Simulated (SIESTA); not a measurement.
Crystal: AlAu.

```xyz
2
Lattice="3.2239 0.0000 0.0000 0.0000 3.2239 0.0000 0.0000 0.0000 3.2239" Properties=species:S:1:pos:R:3 pbc="T T T"
Au    1.6120    1.6120    1.6120
Al    0.0000    0.0000    0.0000
```

The cell comes from a database or a generator and needn't be the stable form of this composition.

Program: SIESTA 5.4.2. Alike in all runs: task band structure; level PBEsol; no spin polarisation; cell as given; k mesh 8 × 8 × 8; smearing fermi-dirac 0.05 eV; grid cutoff 800 Ry; energy shift 0.003 Ry.

Order these runs on this cell by their pressure, lowest first.
A. potentials or basis PseudoDojo 0.4 standard (PBEsol files), DZ (energy shift 0.003 Ry; two zetas on semicore shells)
B. potentials or basis PseudoDojo 0.4 standard (PBEsol files), DZP (energy shift 0.003 Ry; two zetas on semicore shells)
C. potentials or basis PseudoDojo 0.4 standard (PBEsol files), SZ (energy shift 0.003 Ry)

B (-5.2 GPa), A (-1.3 GPa), C (6.0 GPa).

Caveats: short orbitals over semicore shells can move pressures by several GPa; the basis of atomic orbitals isn't converged, which shifts pressures, moduli and gaps; the basis has no polarisation orbitals (some runs).
